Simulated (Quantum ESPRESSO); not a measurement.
## RbBr under changes of volume

One of the cells (40.248 Å³/atom); the others are scaled copies at fixed shape and fractional positions:

```
CELL_PARAMETERS angstrom
0.00000 3.42700 3.42700
3.42700 0.00000 3.42700
3.42700 3.42700 0.00000
ATOMIC_POSITIONS crystal
Rb 0.00000 0.00000 0.00000
Br 0.50000 0.50000 0.50000
```

```yaml
Program: Quantum ESPRESSO 7.5
Functional: rev-vdW-DF2
Potentials_or_basis: PseudoDojo 0.4.1 SR PBE standard
Cutoff: 626 eV
Density_cutoff: 2503 eV
k_mesh: 7 × 7 × 7
Occupations: fermi-dirac, width 0.05 eV
Spin: no spin polarisation
```

```tsv
volume (Å³/atom)	energy over the lowest point (meV/atom)	pressure (GPa)	gap on the mesh (eV)
37.833	11.07	1.3	4.34
38.638	5.59	0.9	4.28
39.443	2.06	0.5	4.23
40.248	0.26	0.2	4.17
41.053	0.00	-0.1	4.12
41.858	?	?	?
42.663	3.41	-0.6	4.03
```

Question: What does the run at 41.858 Å³/atom give?

Answer: Energy over the lowest point 1.10 meV/atom; pressure -0.4 GPa; gap on the mesh 4.07 eV.

Worked out: A Birch-Murnaghan fit of order 3 (a polynomial in V^(-2/3)) to the other rows has its minimum at 40.79 Å³/atom with B0 = V·E''(V) = 14.3 GPa and B' = 5.0. It gives 1.10 meV/atom at 41.858 Å³/atom, against the run's 1.10, and -dE/dV = -0.3 GPa, against -0.4. A straight line through the other rows of the gap, of slope -2.59 eV per unit of ln V (its deformation potential), gives 4.07 eV, against the run's 4.07.

Energies are extrapolated to zero smearing.

Caveats: the potentials were made for another functional, which shifts forces and pressure; an odd mesh through Γ misses points on the zone boundary, where band edges often lie (some runs). Spin-orbit coupling on Br, Rb is left out.
